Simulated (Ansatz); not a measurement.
Crystal: Yb.

```
CELL_PARAMETERS angstrom
3.87990 0.00000 0.00000
-1.93995 3.36009 0.00000
0.00000 0.00000 6.38590
ATOMIC_POSITIONS crystal
Yb 0.66667 0.33333 0.75000
Yb 0.33333 0.66667 0.25000
```

This isn't the form of Yb at room conditions, which is fcc.

Base run:

- Program: Ansatz 0.2.0
- Functional: PBEsol
- Potentials or basis: all-electron LAPW, scalar-relativistic
- Cutoff: 171 eV
- Density cutoff: 683 eV
- Basis error allowed: 0.001 eV/atom
- k mesh: 8 × 8 × 4
- Occupations: fermi-dirac, width 0.05 eV
- Spin: collinear spin, ferromagnetic start
- Starting moments: [1.0, 1.0] μB
- Hubbard terms: Yb f U = 2 eV

Its results: band gap on the k mesh none (metal or under the smearing width); pressure -2.4 GPa; net moment 0.00 μB per cell.

The run is repeated on the same cell with these changes: hubbard terms from Yb f U = 2 eV to Yb f U = 4 eV. What comes out?

Band gap on the k mesh none (metal or under the smearing width); pressure -1.8 GPa; net moment 0.00 μB per cell.

Caveats: the magnetic state may not be the lowest; an open f shell can end in a state above the lowest; U is the effective U less J, on atomic orbitals that reach past the spheres; spin-orbit coupling is left out, which moves the levels of the heavy elements; the program listed the state as in doubt (some runs).

Not every run made on this cell is shown here.
